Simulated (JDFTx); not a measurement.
## TaN under changes of volume

One of the cells (10.813 Å³/atom); the others are scaled copies at fixed shape and fractional positions:

```
CELL_PARAMETERS angstrom
0.00000 2.21132 2.21132
2.21132 0.00000 2.21132
2.21132 2.21132 0.00000
ATOMIC_POSITIONS crystal
Ta 0.50000 0.50000 0.50000
N 0.00000 0.00000 0.00000
```

The cell comes from a database or a generator and needn't be the stable form of this composition.

```yaml
Program: JDFTx 1.7.0 (patched build)
Functional: r2SCAN
Potentials_or_basis: SG15-PBE-1.2 with smoothed tails
Cutoff: 1361 eV
Density_cutoff: 10885 eV
k_mesh: 8 × 8 × 8
Occupations: fermi-dirac, width 0.05 eV
Spin: no spin polarisation
```

```csv
volume (Å³/atom),energy over the lowest point (meV/atom),pressure (GPa)
10.164,?,?
10.381,0.00,-2.6
10.597,8.28,-9.5
10.813,25.49,-15.8
11.030,50.65,-21.3
11.246,82.88,-26.3
11.462,121.41,-30.7
```

Question: What does the run at 10.164 Å³/atom give?

Answer: Energy over the lowest point 1.72 meV/atom; pressure 5.3 GPa.

Worked out: A Birch-Murnaghan fit of order 3 (a polynomial in V^(-2/3)) to the other rows has its minimum at 10.31 Å³/atom, just outside them, with B0 = V·E''(V) = 364 GPa and B' = 4.3. It gives 1.62 meV/atom at 10.164 Å³/atom, against the run's 1.72, and -dE/dV = 5.2 GPa, against 5.3.

Energies are extrapolated to zero smearing.

Caveats: the potentials were made for another functional, which shifts forces and pressure; the cell as given lies far from equilibrium (some runs).
